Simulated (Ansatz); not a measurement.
# TiO2 monolayer (2H) under biaxial strain in the plane of the sheet, part 2 of 2

Aim: how do the optical modes of TiO2 monolayer (2H) shift and split under this strain?

Ansatz 0.2.0; DFT PBE, scalar-relativistic, plane waves, PAW; PAW set soft_1.

So far, highest optical mode at the zone centre (no LO-TO term) (cm⁻¹): step 5 (zone-centre response at rest) 718.

### Step 7. Zone-centre modes of the member: biaxial strain of +5 % in the plane of the sheet

The zone-centre modes follow for biaxial strain of +5 % in the plane of the sheet.

input.yaml reads:

```yaml
crystal:
  lattice:
    - [3.0257328798, 0.0, 0.0]
    - [-1.5128664399, 2.620361539, 0.0]
    - [0.0, 0.0, 28.7]
  atoms:
    - { symbol: Ti, position: [0.3333333333, 0.6666666667, 0.3484320557] }
    - { symbol: O, position: [0.6666666667, 0.3333333333, 0.3871855367] }
    - { symbol: O, position: [0.6666666667, 0.3333333333, 0.3096785748] }
  periodic: [true, true, false]
kpoints:
  mp_grid: { grid: [12, 12, 1] }
hamiltonian:
  xc: pbe
  pseudopotentials: { kind: paw, azcp: { folder: soft_1 } }
scf:
  occupations: { method: fixed }
output:
  eigenvalues: true
phonons:
  method: dfpt
```

Launch:

```sh
ansatz run input.yaml --threads 4 --pin off --max-ram 16384MiB --backend cpu --events-out ev --progress --plain --runs-dir out
```

Numbers of over 12 decimals in the logs are rounded to 6 here.

Output:

```text
[...]
Crystal: 3 atoms, lattice volume = 227.548 Å³
Basis set: ecut = 420 eV, 4391 PW (Γ), exchange–correlation on 48×48×384 points (8 copies of the dense FFT grid, shifted against one another)
Bands: 16, of which v1, the nominal top of the filled ones, is band 12 counted from 1 (11 counted from 0)
Symmetry: 12 space group operations
k-points: 43 of 144 (irreducible under 2 space group operations, time reversal used)
[...]
SCF iter   1: F=—  HF=-3641.356514 eV  |F-HF|=—  |Δ(HF+E_count)|=         —  Δρ=9.06e-2  dr2=2.21e1  ethr=3.10e-3  ⟨swp⟩=6.8  Hψ=4087  notcnv=0  defer=57
[...]
SCF iter  16: F=-3636.717300 eV  HF=-3636.717300 eV  |F-HF|=7.28e-12  |Δ(HF+E_count)|=  1.51e-10  Δρ=1.12e-7  dr2=2.38e-11  ethr=1.00e-12  ⟨swp⟩=13.9  Hψ=6898  notcnv=0
SCF 1 converged in 16 iterations: F = -3636.717300 eV  dr2 = 2.38e-11
[...]
SCF converged after 16 iterations
Free energy (F): -3636.717300 eV
[...]
Internal energy: -3636.717300 eV  (E = F + TS)
E sigma→0 (E₀):  -3636.717300 eV
Fermi energy:    -8.140524 eV
[...]
--- Band table (eV; the first three rows and the last of 43) ---
  k-point 0: bands = [... 8 lower, -11.3224, -9.9790, -9.9790, -8.2870, -5.4789, -4.7362, -4.7362, -4.5100]
  k-point 1: bands = [... 8 lower, -11.2503, -10.0934, -10.0676, -8.2346, -5.6801, -4.7972, -4.6293, -4.5512]
  k-point 2: bands = [... 8 lower, -11.0496, -10.3723, -10.2928, -8.1627, -6.1379, -4.8557, -4.6619, -4.3965]
  k-point 42: bands = [... 8 lower, -11.3058, -10.6750, -10.2391, -8.3247, -7.2672, -5.5156, -4.4895, -4.4236]
[...]
ASR residual: 2.400e-4 → 0.000e0 eV/Å²; symmetrization residual: 3.813e-6 eV/Å²
[...]
ASR residual per site (eV/Å²): 4.70e-5 2.40e-4 1.10e-4
  Γ frequencies (cm⁻¹): -381.32 -381.32 0.00 0.00 0.00 318.83 318.83 515.36 703.74
[...]
```

It took 55 s on 4 threads of Arm Neoverse N1, shared host; peak memory 0.95 GiB; 3.6 min of CPU time.

Numbers from this step:

```yaml
sum_rule_residual_before_enforcement: 2.40e-4 eV/Å²
highest_optical_mode_at_the_zone_centre_no_lo_to_term: 703.7 cm⁻¹
lowest_optical_zone_centre_mode: -381.3 cm⁻¹
```

Without the LO-TO term. Patterns of degenerate modes are one choice out of their space. Modes at Γ, with each element's share of the kinetic energy (negative means imaginary):

| mode | frequency (cm⁻¹) | symmetry | Ti % | O % |
| --- | --- | --- | --- | --- |
| 1 | -381.3 | E'' | 0 | 100 |
| 2 | -381.3 | E'' | 0 | 100 |
| 3 | 0.0 | acoustic | 60 | 40 |
| 4 | 0.0 | acoustic | 60 | 40 |
| 5 | 0.0 | acoustic | 60 | 40 |
| 6 | 318.8 | E' | 40 | 60 |
| 7 | 318.8 | E' | 40 | 60 |
| 8 | 515.4 | A2'' | 40 | 60 |
| 9 | 703.7 | A1' | 0 | 100 |

Displacements in mode 2 (-381.3 cm⁻¹), the largest set to 1:
```
Ti1  0.00  0.00  0.00
O2  -0.10 -1.00  0.00
O3   0.10  1.00  0.00
```

Displacements in mode 8 (515.4 cm⁻¹), the largest set to 1:
```
Ti1  0.00  0.00  0.67
O2   0.00  0.00 -1.00
O3   0.00  0.00 -1.00
```

The lowest optical mode is imaginary, 381.3i cm⁻¹, so the energy falls along it, and the highest lies at 703.7 cm⁻¹.

### Step 8. Relaxation of a member: biaxial strain of -3 % in the plane of the sheet

The cell takes a biaxial strain of -3 % in the plane of the sheet. The cell is held, and the atoms relax in it.

input.yaml reads:

```yaml
crystal:
  lattice:
    - [2.7952008508, 0.0, 0.0]
    - [-1.3976004254, 2.4207149455, 0.0]
    - [0.0, 0.0, 28.7]
  atoms:
    - { symbol: Ti, position: [0.3333333333, 0.6666666667, 0.3484320557] }
    - { symbol: O, position: [0.6666666667, 0.3333333333, 0.3879709443] }
    - { symbol: O, position: [0.6666666667, 0.3333333333, 0.3088931671] }
  periodic: [true, true, false]
kpoints:
  mp_grid: { grid: [12, 12, 1] }
hamiltonian:
  xc: pbe
  pseudopotentials: { kind: paw, azcp: { folder: soft_1 } }
scf:
  occupations: { method: gaussian, width: 0.02 }
output:
  forces: true
  stress: true
  eigenvalues: true
relax:
  adjacent_minimum: "off"
  f_tol: 0.001
  max_steps: 60
```

Output:

```text
[...]
Crystal: 3 atoms, lattice volume = 194.195 Å³
Basis set: ecut = 420 eV, 3839 PW (Γ), exchange–correlation on 40×40×384 points (8 copies of the dense FFT grid, shifted against one another)
Bands: 16, of which v1, the nominal top of the filled ones, is band 12 counted from 1 (11 counted from 0)
Symmetry: 12 space group operations
[...]
--- Relaxed structure (4 steps of the walk, 4 accepted, 0 SCFs on fresh bases) ---
  F+E_penalty+E_count = -3636.86151949 eV   max|allowed force component| = 1.123e-4 eV/Å
  cell:  # Å, volume = 194.1952 Å³
    - [2.795201, 0.0, 0.0]
    - [-1.397600, 2.420715, 0.0]
    - [0.0, 0.0, 28.7]
  atoms:
    - { symbol: Ti, position: [0.333333, 0.666667, 0.348432] }
    - { symbol: O, position: [0.666667, 0.333333, 0.388139] }
    - { symbol: O, position: [0.666667, 0.333333, 0.308726] }
[key lines of the parts left out:]
SCF converged after 2 iterations
Free energy (F): -3636.861519 eV
Fermi energy:    -8.064142 eV
P = ½ c Tr σ = 8.4043 N/m
```

The job ended after 13 s (4 threads; peak memory 0.45 GiB).

Step by step:

| step | energy less that of the first step (eV) | largest force component (eV/Å) |
| --- | --- | --- |
| 1 | 0.0000 | 0.1502 |
| 2 | -0.0007 | 0.0109 |
| 3 | -0.0007 | 0.0001 |
| 4 | -0.0007 | 0.0001 |

The run keeps the 12 symmetry operations that it works with, so distortions that break them were not tested.

Numbers from this step:

```yaml
gap_on_the_k_mesh: 1.417 eV
area_per_atom: 2.255 Å²
```

The largest force component left is 0.11 meV/Å.

### Step 9. Zone-centre modes of the member: biaxial strain of -3 % in the plane of the sheet

The zone-centre modes follow for biaxial strain of -3 % in the plane of the sheet.

input.yaml, the sections that differ from step 8:

```yaml
crystal:
  lattice:
    - [2.7952008508, 0.0, 0.0]
    - [-1.3976004254, 2.4207149455, 0.0]
    - [0.0, 0.0, 28.7]
  atoms:
    - { symbol: Ti, position: [0.3333333333, 0.6666666667, 0.3484320557] }
    - { symbol: O, position: [0.6666666667, 0.3333333333, 0.3881385627] }
    - { symbol: O, position: [0.6666666667, 0.3333333333, 0.3087255487] }
  periodic: [true, true, false]
scf:
  occupations: { method: fixed }
output:
  eigenvalues: true
phonons:
  method: dfpt
# kpoints, hamiltonian: as in step 8
# relax: removed
```

Output:

```text
[...]
Crystal: 3 atoms, lattice volume = 194.195 Å³
Basis set: ecut = 420 eV, 3839 PW (Γ), exchange–correlation on 40×40×384 points (8 copies of the dense FFT grid, shifted against one another)
Bands: 16, of which v1, the nominal top of the filled ones, is band 12 counted from 1 (11 counted from 0)
Symmetry: 12 space group operations
[...]
k-point 2: bands = [... 8 lower, -11.0848, -10.8074, -10.5255, -8.8238, -6.1919, -4.2611, -4.1102, -3.9267]
  k-point 42: bands = [... 8 lower, -11.6334, -10.7855, -10.6919, -9.0127, -7.3555, -4.6206, -3.5915, -3.3948]
[...]
ASR residual: 9.703e-5 → 0.000e0 eV/Å²; symmetrization residual: 1.232e-5 eV/Å²
[...]
ASR residual per site (eV/Å²): 1.02e-5 9.70e-5 6.34e-5
  Γ frequencies (cm⁻¹): -236.50 -236.50 0.00 0.00 0.00 447.77 447.77 658.25 725.14
[...]
[key lines of the parts left out:]
SCF converged after 16 iterations
Free energy (F): -3636.861519 eV
Fermi energy:    -8.772775 eV
```

Wall time 54 s (4 threads); peak memory 0.81 GiB; 3.5 min of CPU time.

Numbers from this step:

```
sum-rule residual before enforcement                    : 9.70e-5 eV/Å²
highest optical mode at the zone centre (no LO-TO term) : 725.1 cm⁻¹
lowest optical zone-centre mode                         : -236.5 cm⁻¹
```

Without the LO-TO term. Patterns of degenerate modes are one choice out of their space. The modes at Γ (shares of kinetic energy by element, %) (negative means imaginary):

| mode | frequency (cm⁻¹) | symmetry | Ti % | O % |
| --- | --- | --- | --- | --- |
| 1 | -236.5 | E'' | 0 | 100 |
| 2 | -236.5 | E'' | 0 | 100 |
| 3 | 0.0 | acoustic | 60 | 40 |
| 4 | 0.0 | acoustic | 60 | 40 |
| 5 | 0.0 | acoustic | 60 | 40 |
| 6 | 447.8 | E' | 40 | 60 |
| 7 | 447.8 | E' | 40 | 60 |
| 8 | 658.2 | A2'' | 40 | 60 |
| 9 | 725.1 | A1' | 0 | 100 |

Displacements in mode 1 (-236.5 cm⁻¹), the largest set to 1:
```
Ti1  0.00  0.00  0.00
O2   0.32  1.00  0.00
O3  -0.32 -1.00  0.00
```

Displacements in mode 9 (725.1 cm⁻¹), the largest set to 1:
```
Ti1  0.00  0.00  0.00
O2   0.00  0.00  1.00
O3   0.00  0.00 -1.00
```

The lowest optical mode is imaginary, 236.5i cm⁻¹, so the energy falls along it, and the highest lies at 725.1 cm⁻¹.

### Step 10. All members side by side

The members are set side by side, also those not shown above.

Energies are extrapolated to zero smearing, and E0 is that at rest; imaginary frequencies occur in the series; the cell is clamped and the atoms are relaxed. State of the crystal along the series:

| strain (%) | E - E0 (meV/atom) | gap on mesh (eV) |
| --- | --- | --- |
| -3 | 35.52 | 1.417 |
| -2 | 15.47 | 1.354 |
| -1 | 3.783 | 1.287 |
| 0 | 0 | 1.218 |
| 1 | 3.631 | 1.149 |
| 2 | 14.27 | 1.079 |
| 3 | 31.39 | 1.01 |
| 4 | 54.66 | 0.9411 |
| 5 | 83.59 | 0.8733 |

Optical modes are counted from below at rest and tracked from member to member by their patterns, and modes that stay within 0.3 cm⁻¹ of each other stand once; labels, where given, are those at rest; imaginary frequencies occur in the series; the cell is clamped and the atoms are relaxed. Optical modes along the series:

| strain (%) | optical mode 1 E'' (cm⁻¹) | optical mode 2 E' (cm⁻¹) | optical mode 3 A2'' (cm⁻¹) | optical mode 4 A1' (cm⁻¹) |
| --- | --- | --- | --- | --- |
| -3 | -236.5 | 447.8 | 658.2 | 725.1 |
| -2 | -259.6 | 434.4 | 639.8 | 722.8 |
| -1 | -280.9 | 420.2 | 621.5 | 720.3 |
| 0 | -300.6 | 405.1 | 603.3 | 717.8 |
| 1 | -319 | 389.2 | 585.3 | 715.3 |
| 2 | -336.2 | 372.6 | 567.5 | 712.6 |
| 3 | -352.2 | 355.4 | 549.9 | 709.8 |
| 4 | -367.2 | 337.4 | 532.5 | 706.9 |
| 5 | -381.3 | 318.8 | 515.4 | 703.7 |

Value and slope at zero strain of a cubic (a lower polynomial where under five rows exist) through the rows within 2 % of rest. Slopes at rest:

| mode | frequency (cm⁻¹) | shift per percent of strain (cm⁻¹) |
| --- | --- | --- |
| optical mode 2 E' | 405.1 | -15.5 |
| optical mode 3 A2'' | 603.3 | -18.11 |
| optical mode 4 A1' | 717.8 | -2.52 |

### Step 11. Results

* members: 9
* highest optical mode at the zone centre (no LO-TO term), at rest: 717.8 cm⁻¹
* optical mode 2 E', shift per percent: -15.50 cm⁻¹
* optical mode 3 A2'', shift per percent: -18.11 cm⁻¹
* optical mode 4 A1', shift per percent: -2.52 cm⁻¹

The fastest shift in the table of slopes is -18.1 cm⁻¹ for each percent (optical mode 3 A2''). A mode is imaginary at strain (%) -3, -2, -1, 0, 1, 2, 3, 4 and 5, where this structure is not a minimum. These are harmonic frequencies at zero temperature: anharmonic shifts, linewidths and thermal expansion are left out. The starting cell was built on a prototype and not taken from a measurement. Only the zone centre was solved, so an instability at another wavevector cannot show here. In a sheet the LO-TO splitting vanishes at the zone centre, so no such term is missing here.

[Logs are printed without paths, hosts, clocks, repeated set-up lines and the standing remarks that a program may print on its own settings, such as how far it seeks lower states.]

[Hosts, paths, dates, database ids (printed as entryN), source tags and the programs' standing remarks are cut or masked in the printed files.]
